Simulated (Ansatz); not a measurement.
BN (P6_3/mmc), a vibration from a frozen displacement

Level of theory: DFT PBE, scalar-relativistic, plane waves, PAW (Ansatz 0.2.0). Settings: plane waves to 420 eV, k-mesh 12×12×4 (Γ-centred), Gaussian smearing 0.05 eV. No spin polarisation. Energies are free energies at this smearing, counted from the undisturbed cell; pressure is positive in compression.

The starting cell (relaxed at this level):

```xyz
4
Lattice="2.5122 0.0000 0.0000 -1.2561 2.1756 0.0000 0.0000 0.0000 8.3437" Properties=species:S:1:pos:R:3 pbc="T T T"
B     0.0000    1.4504    2.0859
B     1.2561    0.7252    6.2578
N     0.0000    1.4504    6.2578
N     1.2561    0.7252    2.0859
```

The cell holds layers and no dispersion correction was added, so their binding is poorly described.

Atom 3 (N) is moved by x along the Cartesian unit vector (0.707, -0.707, 0.000); the cell and all other atoms stay fixed. The cell's volume is 45.60 Å³; the moved atoms weigh 14.007 u together and the others 35.627 u.

| x (Å) | ΔE (meV/cell) | total force on the moved atoms along the move (eV/Å) | pressure (GPa) |
| --- | --- | --- | --- |
| -0.4500 | 2747.82 | 9.1761 | 20.7318 |
| -0.3375 | 1742.92 | 8.5571 | 12.9401 |
| -0.2250 | 861.24 | 6.9103 | 6.3306 |
| -0.1125 | 235.62 | 4.0121 | 1.7392 |
| 0.0000 | 0.00 | 0.0000 | 0.0094 |
| 0.1125 | 278.47 | -5.1748 | 2.0786 |
| 0.2250 | 1231.87 | -12.1885 | 9.0972 |
| 0.3375 | 3155.96 | -22.8627 | 22.5970 |
| 0.3938 | 4651.57 | -30.6120 | 32.4363 |
| 0.4500 | 6643.82 | -40.7425 | 44.7561 |

Q: What frequency belongs to this motion?

A: The force constant is k = −dF/dx = 40.831 eV/Å², from the parabola through x = -0.1125, 0 and 0.1125. In every cell the moved atoms swing against the rest, so the mass is μ = m₁m₂/(m₁ + m₂) = 10.054 u, and ν̃ = 521.5 cm⁻¹ × √(|k|/μ) = 1051 cm⁻¹. The pattern needn't be a normal mode: ν̃² is then a weighted mean of the squared nonzero frequencies at the zone centre of this cell, taken without macroscopic field, so it lies between the lowest and the highest of them.

Q: How far does the harmonic law reach?

A: At x = -0.450 Å, kx²/2 = 4134.09 meV against the computed 2747.82 meV (-33.5 %): the well softens in this direction at large amplitude.

Cost: 10 runs of about 0.85 core-minutes in all, on Intel Xeon 6975P-C (Granite Rapids) (shared hosts).

The well is strongly lopsided: at 0.4500 Å the energy is 6643.82 meV on the positive side, but only 2747.82 meV on the negative. The softening is therefore one-sided, and the opposite direction stiffens. The site's symmetry allows this, since nitrogen sits in a triangle of boron atoms with no inversion centre. Positive x drives it almost head-on into one B–N bond, where Pauli repulsion rises steeply, while negative x takes it towards the gap between the other two boron atoms.

The 1051 cm⁻¹ lies well below the familiar in-plane B–N stretching modes of hexagonal boron nitride, but this doesn't imply that the bonds are too soft. Moving nitrogen in only one of the two layers mixes the stiff intralayer stretch with the very soft sliding of whole layers against each other, which pulls the mean down. The value shouldn't be assigned to a Raman or infrared line.

The pressure rises for both signs of x, which suggests that the restoring force for this motion stiffens as the cell is compressed.
